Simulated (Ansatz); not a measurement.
# Bi2Te3: the cost of one run

Computed with Ansatz 0.2.0 (DFT PBE, scalar-relativistic, plane waves, PAW, unless a step's input says otherwise).

4 further runs of the same task are left out: 4 set aside as unsound or not needed.

## Step 1: The system as given

Symmetry: R-3m, No. 166, trigonal system. Conventional cell: a = 4.472 Å, b = 4.472 Å, c = 29.508 Å, α = 90.00°, β = 90.00°, γ = 120.00°. Bi (site symmetry 3m) has 3 Te at 3.15 Å and 3 Bi at 3.40 Å as nearest neighbours. Around Te (site symmetry -3m) lie 6 Te at 3.27 Å. Around Te (site symmetry 3m) lie 3 Bi at 3.15 Å and 3 Te at 3.27 Å.

As a file:

```cif
data_structure
_symmetry_space_group_name_H-M 'R-3m:H'
_symmetry_Int_Tables_number 166
_cell_length_a 4.4715
_cell_length_b 4.4715
_cell_length_c 29.5083
_cell_angle_alpha 90.000
_cell_angle_beta 90.000
_cell_angle_gamma 120.000
_cell_volume 510.96
loop_
_atom_site_label
_atom_site_type_symbol
_atom_site_symmetry_multiplicity
_atom_site_Wyckoff_symbol
_atom_site_fract_x
_atom_site_fract_y
_atom_site_fract_z
_atom_site_occupancy
Bi1 Bi 6 c 0.66667 0.33333 0.03760 1
Te1 Te 3 b 0.33333 0.66667 0.16667 1
Te2 Te 6 c 0.00000 0.00000 0.09868 1
```

It is built from the cell relaxed beforehand with the same method (34.06 Å³/atom).

## Step 2: Reference: the perfect supercell

Contents of input.yaml:

```yaml
crystal:
  lattice:
    - [4.47153029, -7.7449176498, 0.0]
    - [8.94306058, 0.0, 0.0]
    - [4.47153029, -2.5816392166, 9.8361094142]
  atoms:
    - { symbol: Bi, position: [0.6907421491, 0.1907421491, 0.4277735528] }
    - { symbol: Bi, position: [0.1907421491, 0.1907421491, 0.4277735528] }
    - { symbol: Bi, position: [0.6907421491, 0.6907421491, 0.4277735528] }
    - { symbol: Bi, position: [0.1907421491, 0.6907421491, 0.4277735528] }
    - { symbol: Bi, position: [0.0992713346, 0.5992713346, 0.2021859963] }
    - { symbol: Bi, position: [0.5992713346, 0.5992713346, 0.2021859963] }
    - { symbol: Bi, position: [0.0992713346, 0.0992713346, 0.2021859963] }
    - { symbol: Bi, position: [0.5992713346, 0.0992713346, 0.2021859963] }
    - { symbol: Te, position: [0.8949699123, 0.3949699123, 0.815090263] }
    - { symbol: Te, position: [0.3949699123, 0.3949699123, 0.815090263] }
    - { symbol: Te, position: [0.8949699123, 0.8949699123, 0.815090263] }
    - { symbol: Te, position: [0.3949699123, 0.8949699123, 0.815090263] }
    - { symbol: Te, position: [0.2963227241, 0.7963227241, 0.6110318277] }
    - { symbol: Te, position: [0.7963227241, 0.7963227241, 0.6110318277] }
    - { symbol: Te, position: [0.2963227241, 0.2963227241, 0.6110318277] }
    - { symbol: Te, position: [0.7963227241, 0.2963227241, 0.6110318277] }
    - { symbol: Te, position: [0.4936938799, 0.9936938799, 0.0189183602] }
    - { symbol: Te, position: [0.9936938799, 0.9936938799, 0.0189183602] }
    - { symbol: Te, position: [0.4936938799, 0.4936938799, 0.0189183602] }
    - { symbol: Te, position: [0.9936938799, 0.4936938799, 0.0189183602] }
  symmetry: { detect: false }
basis:
  ecutwfc: 420
kpoints:
  mp_grid: { grid: [3, 3, 2], shift: [0.0, 0.0, 0.5] }
hamiltonian:
  xc: pbe
scf:
  occupations: { method: gaussian, width: 0.1 }
output:
  forces: true
  stress: true
  eigenvalues: true
```

The run is started by

```console
$ ansatz run input.yaml --threads 4 --pin off --max-ram 9216MiB --backend cpu --events-out ev --progress --plain --runs-dir out
```

Q: Estimate wall time and peak memory on 4 threads of Intel Xeon at 2.70GHz, shared host.

About 35 s, with a peak of 2.7 GiB.
